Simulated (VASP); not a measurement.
**SnTe2 in VASP: how settings move the PBEsol single point**

The PBEsol single point of SnTe2 built on the fluorite prototype is repeated with altered inputs. Which of them can be trusted? This is a trial cell built on a prototype, not taken from a measured structure, and it needn't be the compound's ground state.

Program: VASP 6.6.1. PAW datasets, plane waves. These are computed values for a spin-unpolarised cell that may be hypothetical; none is a measurement.

## Step 1: The cell

The cell comes from an earlier relaxation with r2SCAN in another program.

It is cubic, Fm-3m (No. 225); a = 7.402 Å in the conventional setting, 33.80 Å³ an atom. Near Sn stand 8 Te at 3.21 Å; near Te stand 4 Sn at 3.21 Å.

Structure file:

```xyz
3
Lattice="0.0000 3.7010 3.7010 3.7010 0.0000 3.7010 3.7010 3.7010 0.0000" Properties=species:S:1:pos:R:3 pbc="T T T"
Sn    0.0000    0.0000    0.0000
Te    1.8505    1.8505    1.8505
Te    5.5516    5.5516    5.5516
```

## Step 2: The reference run

File INCAR:

```
ENCUT = 520.000000
SIGMA = 0.020000
EDIFF = 1.00e-07
GGA = PS
PREC = Accurate
IBRION = -1
ISIF = 2
ISMEAR = -1
NBANDS = 20
NELM = 120
NSW = 0
LASPH = .TRUE.
LCHARG = .FALSE.
LWAVE = .FALSE.
LREAL = .FALSE.
```

File KPOINTS:

```
KPOINTS created by Atomic Simulation Environment
0
Gamma
6 6 6
0 0 0
```

File POSCAR:

```
Sn Te
 1.0000000000000000
    -0.0000000000000000    3.7010376708088639    3.7010376708088639
     3.7010376708088639   -0.0000000000000000    3.7010376708088639
     3.7010376708088639    3.7010376708088639   -0.0000000000000000
 Sn  Te
   1   2
Cartesian
  0.0000000000000000  0.0000000000000000 -0.0000000000000000
  1.8505188354044317  1.8505188354044317  1.8505188354044317
  5.5515565062132950  5.5515565062132950  5.5515565062132950
```

A file KPOINTS_OPT adds named points for the levels; it doesn't enter the self-consistent loop.

Potentials: the recommended PBE PAW datasets, 26 valence electrons.

On the command line:

```
$ mpirun -np 1 vasp_std
```

The closing lines of the self-consistent loop in OSZICAR:

```text
DAV:  10    -0.108952333650E+02   -0.82112E-06   -0.10843E-05   756   0.226E-02    0.165E-02
DAV:  11    -0.108952366341E+02   -0.32691E-05   -0.57252E-06   676   0.110E-02    0.793E-03
DAV:  12    -0.108952366801E+02   -0.46033E-07   -0.21168E-07   604   0.413E-03
   1 F= -.10895237E+02 E0= -.10892888E+02  d E =-.469827E-02
```

Wall time 16 s (1 MPI rank of Intel Xeon 6975P-C, shared host); peak memory 0.27 GiB.

Values of the reference: energy (σ→0) -10.8929 eV, pressure -1.78 GPa, gap on the mesh -2.03 eV.

## Step 3: Try 1

INCAR, as its differences from that of step 2:

```diff
@@ -9,3 +9,2 @@
 NBANDS = 20
-NELM = 120
 NSW = 0
@@ -15 +14,4 @@
 LREAL = .FALSE.
+IMIX = 1
+AMIX = 0.4
+NELM = 59
```

KPOINTS is that of step 2.

POSCAR is that of step 2.

On the command line:

```
$ mpirun -np 1 vasp_std
```

Standard output, without the iteration lines:

```text
POSCAR found type information on POSCAR SnTe
 POSCAR found :  2 types and       3 ions
 -----------------------------------------------------------------------------
|                                                                             |
|                                                                             |
|     You enforced a specific xc type in the INCAR file but a different       |
|     I HOPE YOU KNOW WHAT YOU ARE DOING!                                     |
|                                                                             |
 -----------------------------------------------------------------------------

 LDA part: xc-table for (Slater+PW92), standard interpolation
 POSCAR, INCAR and KPOINTS ok, starting setup
 FFT: planning ... GRIDC
 FFT: planning ... GRID_SOFT
 FFT: planning ... GRID
 WAVECAR not read
 entering main loop
```

OSZICAR:

```text
N       E                     dE             d eps       ncg     rms          rms(c)
DAV:   1     0.174420770484E+03    0.17442E+03   -0.11299E+04   652   0.131E+03
DAV:   2     0.806623094643E+01   -0.16635E+03   -0.16168E+03   668   0.335E+02
DAV:   3    -0.101874735368E+02   -0.18254E+02   -0.17824E+02   816   0.101E+02
DAV:   4    -0.108949214740E+02   -0.70745E+00   -0.70563E+00   728   0.202E+01
DAV:   5    -0.109220081935E+02   -0.27087E-01   -0.27085E-01   864   0.422E+00    0.648E+00
DAV:   6    -0.108999126514E+02    0.22096E-01   -0.45592E-02   752   0.215E+00    0.412E+00
DAV:   7    -0.108965824145E+02    0.33302E-02   -0.84011E-03   784   0.641E-01    0.250E+00
DAV:   8    -0.108956278542E+02    0.95456E-03   -0.58332E-04   796   0.169E-01    0.153E+00
DAV:   9    -0.108953187090E+02    0.30915E-03   -0.17417E-04   704   0.832E-02    0.944E-01
DAV:  10    -0.108952325779E+02    0.86131E-04   -0.71166E-05   708   0.520E-02    0.586E-01
DAV:  11    -0.108952164119E+02    0.16166E-04   -0.28367E-05   692   0.321E-02    0.364E-01
DAV:  12    -0.108952189679E+02   -0.25560E-05   -0.12103E-05   688   0.207E-02    0.226E-01
DAV:  13    -0.108952245924E+02   -0.56245E-05   -0.54161E-06   692   0.136E-02    0.140E-01
DAV:  14    -0.108952292517E+02   -0.46593E-05   -0.25473E-06   688   0.901E-03    0.870E-02
DAV:  15    -0.108952323991E+02   -0.31474E-05   -0.12496E-06   680   0.605E-03    0.540E-02
DAV:  16    -0.108952343485E+02   -0.19495E-05   -0.63608E-07   684   0.411E-03    0.335E-02
DAV:  17    -0.108952354998E+02   -0.11513E-05   -0.32444E-07   536   0.283E-03    0.207E-02
DAV:  18    -0.108952361657E+02   -0.66587E-06   -0.19246E-07   560   0.235E-03    0.129E-02
DAV:  19    -0.108952365394E+02   -0.37370E-06   -0.99205E-08   536   0.156E-03    0.799E-03
DAV:  20    -0.108952367476E+02   -0.20825E-06   -0.54450E-08   520   0.123E-03    0.494E-03
DAV:  21    -0.108952368602E+02   -0.11261E-06   -0.29579E-08   440   0.841E-04    0.305E-03
DAV:  22    -0.108952369211E+02   -0.60907E-07   -0.17439E-08   444   0.669E-04
   1 F= -.10895237E+02 E0= -.10892888E+02  d E =-.469799E-02
```

OUTCAR, selected sections:

```text
k-points           NKPTS =     16   k-points in BZ     NKDIM =     16   number of bands    NBANDS=     20

   NELECT =      26.0000    total number of electrons

   dimension x,y,z NGX =    40 NGY =   40 NGZ =   40
   dimension x,y,z NGXF=    80 NGYF=   80 NGZF=   80

  energy-cutoff  :      520.00
  volume of cell :      101.39
      direct lattice vectors                 reciprocal lattice vectors
     0.000000000  3.701037671  3.701037671    -0.135097247  0.135097247  0.135097247
     3.701037671  0.000000000  3.701037671     0.135097247 -0.135097247  0.135097247
     3.701037671  3.701037671  0.000000000     0.135097247  0.135097247 -0.135097247

 k-points in reciprocal lattice and weights: KPOINTS created by Atomic Simulation Env
   0.00000000  0.00000000  0.00000000       0.005
   0.16666667  0.00000000  0.00000000       0.037
   0.33333333  0.00000000  0.00000000       0.037
   0.50000000  0.00000000  0.00000000       0.019
   0.16666667  0.16666667  0.00000000       0.028
   0.33333333  0.16666667  0.00000000       0.111
   0.50000000  0.16666667  0.00000000       0.111
  -0.33333333  0.16666667  0.00000000       0.111
[... 8 more k-points ...]

 E-fermi :   5.4189

 k-point     1 :       0.0000    0.0000    0.0000
  band No.  band energies     occupation
      1     -15.8101      2.00000
      2     -15.8101      2.00000
      3     -15.8101      2.00000
      4     -15.7982      2.00000
      5     -15.7982      2.00000
      6      -6.9682      2.00000
      7      -4.1232      2.00000
      8       0.9166      2.00000
      9       2.7704      2.00000
     10       2.7704      2.00000
     11       2.7704      2.00000
     12       3.9925      2.00000
     13       3.9925      2.00000
     14       3.9925      2.00000
     15       6.9918      0.00000
     16       6.9918      0.00000
     17       6.9918      0.00000
     18      10.1531      0.00000
     19      10.1531      0.00000
     20      10.8839      0.00000

 k-point     2 :       0.1667    0.0000    0.0000
  band No.  band energies     occupation
      1     -15.8106      2.00000
      2     -15.8097      2.00000
      3     -15.8097      2.00000
      4     -15.7982      2.00000
      5     -15.7982      2.00000
      6      -6.7982      2.00000
      7      -4.3038      2.00000
      8       0.2478      2.00000
      9       2.6023      2.00000
     10       2.6529      2.00000
     11       2.6529      2.00000
     12       3.9354      2.00000
     13       3.9354      2.00000
     14       5.1198      2.00000
     15       7.1529      0.00000
     16       7.1776      0.00000
     17       7.1776      0.00000
     18      10.8528      0.00000
     19      10.8528      0.00000
     20      11.6479      0.00000

[... the tables of k-points 3 to 16 left out ...]

  Total       -1.1264166     -1.1264166     -1.1264166     -0.0000000      0.0000000     -0.0000000
  in kB      -17.7995536    -17.7995536    -17.7995536     -0.0000000      0.0000000     -0.0000000
  external PRESSURE =     -17.7995536 kB  Pullay stress =       0.0000000 kB

 POSITION                                       TOTAL-FORCE (eV/Angst)
 -----------------------------------------------------------------------------------
      0.00000      0.00000      0.00000        -0.000000      0.000000      0.000000
      1.85052      1.85052      1.85052         0.000000      0.000000     -0.000000
      5.55156      5.55156      5.55156        -0.000000     -0.000000      0.000000
 -----------------------------------------------------------------------------------
    total drift:                               -0.000000      0.000000      0.000000

  FREE ENERGIE OF THE ION-ELECTRON SYSTEM (eV)
  ---------------------------------------------------
  free  energy   TOTEN  =       -10.8952369211 eV

  energy  without entropy=      -10.8905389329  energy(sigma->0) =      -10.89288793
```

Wall time 24 s (1 MPI rank of Intel Xeon 6975P-C, shared host); peak memory 0.23 GiB.

Changed: IMIX = 1, AMIX = 0.4, NELM = 59. VASP runs to the end. Against the reference the energy moves by less than 0.1 meV/atom. The route differs and the result agrees.

## Step 4: Try 2

INCAR, as its differences from that of step 2:

```diff
@@ -8,3 +8,2 @@
 ISMEAR = -1
-NBANDS = 20
 NELM = 120
@@ -15 +14,2 @@
 LREAL = .FALSE.
+NBANDS = 25
```

KPOINTS is that of step 2.

POSCAR is that of step 2.

On the command line:

```
$ mpirun -np 1 vasp_std
```

Printed to the terminal (iteration lines stand in OSZICAR):

```text
POSCAR found type information on POSCAR SnTe
 POSCAR found :  2 types and       3 ions
 -----------------------------------------------------------------------------
|                                                                             |
|                                                                             |
|     You enforced a specific xc type in the INCAR file but a different       |
|     I HOPE YOU KNOW WHAT YOU ARE DOING!                                     |
|                                                                             |
 -----------------------------------------------------------------------------

 LDA part: xc-table for (Slater+PW92), standard interpolation
 POSCAR, INCAR and KPOINTS ok, starting setup
 FFT: planning ... GRIDC
 FFT: planning ... GRID_SOFT
 FFT: planning ... GRID
 WAVECAR not read
 entering main loop
```

OSZICAR:

```text
N       E                     dE             d eps       ncg     rms          rms(c)
DAV:   1     0.184169573050E+03    0.18417E+03   -0.10889E+04   841   0.104E+03
DAV:   2     0.105103969622E+02   -0.17366E+03   -0.16422E+03   848   0.306E+02
DAV:   3    -0.100708042233E+02   -0.20581E+02   -0.20271E+02   992   0.892E+01
DAV:   4    -0.108911902391E+02   -0.82039E+00   -0.81921E+00   933   0.182E+01
DAV:   5    -0.109219166847E+02   -0.30726E-01   -0.30725E-01  1216   0.368E+00    0.647E+00
DAV:   6    -0.108999146841E+02    0.22002E-01   -0.40762E-02   972   0.171E+00    0.412E+00
DAV:   7    -0.108959144964E+02    0.40002E-02   -0.26202E-02  1032   0.117E+00    0.158E-01
DAV:   8    -0.108951398268E+02    0.77467E-03   -0.50033E-03   970   0.634E-01    0.945E-02
DAV:   9    -0.108952301312E+02   -0.90304E-04   -0.26503E-04   926   0.868E-02    0.365E-02
DAV:  10    -0.108952336577E+02   -0.35265E-05   -0.10670E-05  1019   0.192E-02    0.160E-02
DAV:  11    -0.108952366053E+02   -0.29476E-05   -0.46586E-06   881   0.810E-03    0.480E-03
DAV:  12    -0.108952366880E+02   -0.82691E-07   -0.22927E-07   852   0.375E-03
   1 F= -.10895237E+02 E0= -.10892888E+02  d E =-.469819E-02
```

From OUTCAR:

```text
k-points           NKPTS =     16   k-points in BZ     NKDIM =     16   number of bands    NBANDS=     25

   NELECT =      26.0000    total number of electrons

   dimension x,y,z NGX =    40 NGY =   40 NGZ =   40
   dimension x,y,z NGXF=    80 NGYF=   80 NGZF=   80

  energy-cutoff  :      520.00
  volume of cell :      101.39
      direct lattice vectors                 reciprocal lattice vectors
     0.000000000  3.701037671  3.701037671    -0.135097247  0.135097247  0.135097247
     3.701037671  0.000000000  3.701037671     0.135097247 -0.135097247  0.135097247
     3.701037671  3.701037671  0.000000000     0.135097247  0.135097247 -0.135097247

 k-points in reciprocal lattice and weights: KPOINTS created by Atomic Simulation Env
   0.00000000  0.00000000  0.00000000       0.005
   0.16666667  0.00000000  0.00000000       0.037
   0.33333333  0.00000000  0.00000000       0.037
   0.50000000  0.00000000  0.00000000       0.019
   0.16666667  0.16666667  0.00000000       0.028
   0.33333333  0.16666667  0.00000000       0.111
   0.50000000  0.16666667  0.00000000       0.111
  -0.33333333  0.16666667  0.00000000       0.111
[... 8 more k-points ...]

 E-fermi :   5.4189

 k-point     1 :       0.0000    0.0000    0.0000
  band No.  band energies     occupation
      1     -15.8102      2.00000
      2     -15.8102      2.00000
      3     -15.8102      2.00000
      4     -15.7983      2.00000
      5     -15.7983      2.00000
      6      -6.9682      2.00000
      7      -4.1232      2.00000
      8       0.9166      2.00000
      9       2.7704      2.00000
     10       2.7704      2.00000
     11       2.7704      2.00000
     12       3.9925      2.00000
     13       3.9925      2.00000
     14       3.9925      2.00000
     15       6.9918      0.00000
     16       6.9918      0.00000
     17       6.9918      0.00000
     18      10.1531      0.00000
     19      10.1531      0.00000
     20      10.8835      0.00000
     21      16.1717      0.00000
     22      16.1717      0.00000
     23      16.1717      0.00000
     24      18.3696      0.00000
     25      18.3696      0.00000

 k-point     2 :       0.1667    0.0000    0.0000
  band No.  band energies     occupation
      1     -15.8107      2.00000
      2     -15.8098      2.00000
      3     -15.8098      2.00000
      4     -15.7983      2.00000
      5     -15.7983      2.00000
      6      -6.7982      2.00000
      7      -4.3038      2.00000
      8       0.2478      2.00000
      9       2.6023      2.00000
     10       2.6529      2.00000
     11       2.6529      2.00000
     12       3.9354      2.00000
     13       3.9354      2.00000
     14       5.1198      2.00000
     15       7.1529      0.00000
     16       7.1776      0.00000
     17       7.1776      0.00000
     18      10.8528      0.00000
     19      10.8528      0.00000
     20      11.6475      0.00000
     21      14.4390      0.00000
     22      15.2677      0.00000
     23      15.2677      0.00000
     24      17.7731      0.00000
     25      17.7731      0.00000

[... the tables of k-points 3 to 16 left out ...]

  Total       -1.1285113     -1.1285113     -1.1285113      0.0000000      0.0000000     -0.0000000
  in kB      -17.8326534    -17.8326534    -17.8326534      0.0000000      0.0000000     -0.0000000
  external PRESSURE =     -17.8326534 kB  Pullay stress =       0.0000000 kB

 POSITION                                       TOTAL-FORCE (eV/Angst)
 -----------------------------------------------------------------------------------
      0.00000      0.00000      0.00000         0.000000     -0.000000     -0.000000
      1.85052      1.85052      1.85052         0.000000      0.000000      0.000000
      5.55156      5.55156      5.55156        -0.000000     -0.000000     -0.000000
 -----------------------------------------------------------------------------------
    total drift:                               -0.000000      0.000000      0.000000

  FREE ENERGIE OF THE ION-ELECTRON SYSTEM (eV)
  ---------------------------------------------------
  free  energy   TOTEN  =       -10.8952366880 eV

  energy  without entropy=      -10.8905384952  energy(sigma->0) =      -10.89288759
```

Wall time 18 s (1 MPI rank of Intel Xeon 6975P-C, shared host); peak memory 0.24 GiB.

Changed: NBANDS = 25. The run ends normally. Against the reference the energy moves by less than 0.1 meV/atom.

[end of part 1 of 2]
